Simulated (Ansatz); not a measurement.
# HgTe: course of a relaxation

Method: DFT PBEsol, scalar-relativistic, plane waves, PAW in Ansatz. Run with 420 eV cutoff, 12×12×12 k-mesh, Gaussian smearing of 0.10 eV, no spin polarisation.

What was changed: relaxed at -2 GPa.

Spin–orbit coupling is left out, which can shift energies with elements as heavy as these.

Command:

```bash
ansatz run input.yaml --threads 1 --pin off --max-ram 2560MiB --backend cpu --events-out ev --progress --plain --runs-dir out
```

Input:

```yaml
crystal:
  lattice:
    - [0.0, 3.2762076457, 3.2762076457]
    - [3.2762076457, 0.0, 3.2762076457]
    - [3.2762076457, 3.2762076457, 0.0]
  atoms:
    - { symbol: Hg, position: [0.0, 0.0, 0.0] }
    - { symbol: Te, position: [0.25, 0.25, 0.25] }
basis:
  ecutwfc: 420
kpoints:
  mp_grid: { grid: [12, 12, 12] }
hamiltonian:
  xc: pbesol
scf:
  occupations: { method: gaussian, width: 0.1 }
output:
  forces: true
  stress: true
  eigenvalues: true
relax:
  adjacent_minimum: "off"
  f_tol: 0.008
  max_steps: 50
  cell: { stress_tol: 0.08, p_target: -2.0 }
```

F is the free energy. Steps run on the plane waves of an earlier cell, but the last one, and at times one on the way, on a freshly chosen basis, so a repeated geometry can differ a little in energy. The relaxation lowers the enthalpy F + PV at the target pressure, so F itself can rise.

Steps:

| step | F − F(1) (eV) | largest force component (eV/Å) | V (Å³/atom) | P (GPa) |
| --- | --- | --- | --- | --- |
| 1 | 0.0000 | 0.000 | 35.165 | -0.79 |
| 2 | 0.0306 | 0.000 | 36.714 | -2.24 |
| 3 | 0.0233 | 0.000 | 36.445 | -2.02 |
| 4 | 0.0229 | 0.000 | 36.445 | -2.02 |

Relaxed structure:

```
CELL_PARAMETERS angstrom
0.00000 3.31547 3.31547
3.31547 0.00000 3.31547
3.31547 3.31547 0.00000
ATOMIC_POSITIONS crystal
Hg 0.00000 0.00000 0.00000
Te 0.25000 0.25000 0.25000
```

The structure is cubic, space group F-43m (No. 216). Conventional cell: a = 6.631 Å, b = 6.631 Å, c = 6.631 Å, α = 90.00°, β = 90.00°, γ = 90.00°. Around Hg (site symmetry -43m) lie 4 Te at 2.87 Å. Te (site symmetry -43m) has 4 Hg at 2.87 Å as nearest neighbours.

The run converged. Time: 76 s on 1 thread of Intel(R) Xeon(R) Platinum 8259CL CPU @ 2.50GHz (Skylake/Cascade Lake), on a shared host, peak memory 0.51 GiB.